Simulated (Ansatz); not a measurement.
F-43m: 4 crystals compared

All 4 crystals share space group F-43m (No. 216) and the same kinds of sites, 2 atoms in the primitive cell. They are database entries and needn't be the stable phases. The set is a selection: crystals with an unstable lattice, a very soft shear in a metal or doubtful stress slopes were left out. Cells are relaxed by PAW under the functional.

Quantity: elastic moduli (Hill averages, relaxed ions; θ_D from sound speeds over directions). Level: PBEsol, all-electron LAPW in Ansatz 0.2.0, scalar-relativistic.

```csv
crystal,cell (conventional),k mesh,smearing (eV)
CuI,a = 5.939 Å,8×8×8,none
InAs,a = 6.088 Å,14×14×14,0.10
BP,a = 4.520 Å,10×10×10,none
AlP,a = 5.470 Å,8×8×8,none
```

Task: Rank them by C44, lowest first.
A. InAs
B. CuI
C. AlP
D. BP

Result: B (24.1 GPa), A (35.6 GPa), C (59.5 GPa), D (188 GPa).

All values:

```tsv
crystal	B (GPa)	G (GPa)	C11 (GPa)	C44 (GPa)	ν	θ_D (K)
CuI	49.4	16.8	62.5	24.1	0.348	186
InAs	55.6	26.7	78.6	35.6	0.293	236
BP	169	164	346	188	0.135	1063
AlP	86.5	45.8	128	59.5	0.275	531
```

Limits of these numbers: constants at zero field, no piezoelectric stiffening (CuI, BP, AlP); the gap is closed or tiny at this level, so small that the run used smearing; responses move with mesh and smearing (InAs).
